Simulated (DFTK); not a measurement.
Runs of DFTK 0.8.2 on Sb. The structure is trigonal, space group R-3m (No. 166). The conventional cell has a = 4.308 Å, b = 4.308 Å, c = 11.274 Å, α = 90.00°, β = 90.00°, γ = 120.00°. Sb (site symmetry 3m) has 3 Sb at 2.91 Å as nearest neighbours. 

```csv
task,level,potentials or basis,k mesh,cutoff (eV),valence electrons,gap on the mesh (eV),pressure (GPa),largest force (eV/Å)
band structure,LDA,"cp2k.nc.sr.lda.v0_1.largecore.gth (LDA, GTH)",8 × 8 × 8,735,Sb 5,none,-1.3,(a)
single point,PBE,dojo.nc.sr.pbe.v0_4_1.standard.upf (PBE),8 × 8 × 8,1088,Sb 15,none,(b),0.18
band structure,PBEsol,"cp2k.nc.sr.pbe.v0_1.largecore.gth (PBE, GTH)",8 × 8 × 8,735,Sb 5,none,2.1,(c)
band structure,PBE,"in-house norm-conserving set (PBE, scalar relativistic)",5 × 5 × 5,1088,Sb 15,0.38,2.6,0.04
band structure,PBE,SG15 1.2 (PBE),6 × 6 × 6,1225,Sb 15,none,2.8,0.10
```

Alike in all rows: no spin polarisation; cell as given; smearing fermi-dirac 0.05 eV.

Task: Estimate the missing entries.

Result: (a) 0.03; (b) 2.7; (c) 0.32.

Caveats: GTH potentials come without recommended cutoffs, and this one wasn't checked for convergence (some runs); the potentials were made for another functional, which shifts forces and pressure (some runs); spin-orbit coupling is left out, which moves the levels of the heavy elements (some runs); the mesh misses the band edges, which the band path finds closer together (some runs).

A k mesh can miss the band edges, and the runs leave out spin-orbit coupling on Sb.

A gap of «none» marks a metal or a gap under the smearing width.

Not every run made on this cell is shown here.
